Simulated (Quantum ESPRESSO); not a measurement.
Ag: phonons at L under several settings

```
Ag
1.0
     0.00000    2.04275    2.04275
     2.04275    0.00000    2.04275
     2.04275    2.04275    0.00000
Ag
1
Direct
  0.00000 0.00000 0.00000
```

All runs used Quantum ESPRESSO 7.5; k mesh 11 × 11 × 11; given cell, atoms relaxed; no spin polarisation.

```csv
level,potentials,cutoff (eV),occupations,pressure (GPa),frequencies (cm⁻¹)
AM05,PseudoDojo 0.4.1 SR PBE standard,1116,"cold, width 0.2 eV",?,?
LDA,PseudoDojo 0.4.1 SR LDA standard,1170,"gaussian, width 0.136 eV",-7.6,103 103 225
```

What stands in the row left open?

Pressure -2.8 GPa; frequencies 105 105 232 cm⁻¹.

Caveats: the q point doesn't lie on the k mesh, which can shift a metal's frequencies strongly unless the mesh is converged; the potentials were made for another functional, which shifts forces and pressure (some runs); the cell is more than 3 GPa from zero pressure, which shifts response properties (some runs).

For the row left open. Caveat: the potentials were made for another functional, which shifts forces and pressure; the q point doesn't lie on the k mesh, which can shift a metal's frequencies strongly unless the mesh is converged.
